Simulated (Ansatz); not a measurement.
**A sublattice moved along a line in NaF**

Theory: Ansatz, DFT PBEsol, scalar-relativistic, plane waves, PAW. Cutoff 420 eV, Γ-centred 8×8×8 k-points, Gaussian smearing of 0.05 eV. No spin polarisation. Energies are free energies at this smearing, counted from the undisturbed cell; pressure is positive in compression.

The starting cell (as given, not relaxed at this level; it stands at -0.5 GPa):

```
Na F
1.0
     0.00000    2.32330    2.32330
     2.32330    0.00000    2.32330
     2.32330    2.32330    0.00000
Na F
1 1
Direct
  0.00000 0.00000 0.00000
  0.50000 0.50000 0.50000
```

Every F atom is moved by x along the Cartesian unit vector (0.000, 0.000, 1.000); the cell and all other atoms stay fixed.

```csv
x (Å),ΔE (meV/cell),force along x on the moved atoms (eV/Å),pressure (GPa)
-0.2000,47.0,0.53,0.7
-0.1000,10.7,0.22,-0.2
0.0000,0.0,0.00,-0.5
0.0250,0.6,-0.05,-0.5
0.0500,2.6,-0.11,-0.5
0.0750,5.9,-0.16,-0.4
0.1250,17.0,-0.29,-0.1
0.1500,25.1,-0.36,0.1
0.1750,35.0,-0.44,0.4
```

By symmetry 0.2000 repeats -0.2000, -0.1500 repeats 0.1500, 0.1000 repeats -0.1000, -0.0500 repeats 0.0500 in energy, with the opposite slope along the path.